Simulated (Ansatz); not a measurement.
Input and command of a plane-wave DFT calculation in Ansatz:

```yaml
crystal:
  lattice:
    - [2.5039917043, 0.0, 0.0]
    - [-1.2519958522, 2.1685204268, 0.0]
    - [0.0, 0.0, 6.6612]
  atoms:
    - { symbol: B, position: [0.2135246297, 0.6666666667, 0.25] }
    - { symbol: B, position: [0.6666666667, 0.3333333333, 0.75] }
    - { symbol: "N", position: [0.3333333333, 0.6666666667, 0.75] }
    - { symbol: "N", position: [0.6666666667, 0.3333333333, 0.25] }
basis:
  ecutwfc: 500
kpoints:
  mp_grid: { grid: [12, 12, 4] }
hamiltonian:
  xc: r2scan
scf:
  occupations: { method: gaussian, width: 0.05 }
output:
  forces: true
  stress: true
  eigenvalues: true
```

```bash
ansatz run input.yaml --threads 1 --pin off --max-ram 2560MiB --backend cpu --events-out ev --progress --plain --runs-dir out
```

Processor: Intel(R) Xeon(R) Processor @ 2.50GHz (Skylake/Cascade Lake), 1 thread, on a host shared with other jobs.

Problem. How long does it run, and how much memory does it take?

Solution. About 47 s on 1 thread of Intel(R) Xeon(R) Processor @ 2.50GHz (Skylake/Cascade Lake) (shared host), peak memory 0.52 GiB. It solves 12 bands at 222 k points (the mesh reduced by symmetry) with about 907 plane waves, in 7 SCF iterations.
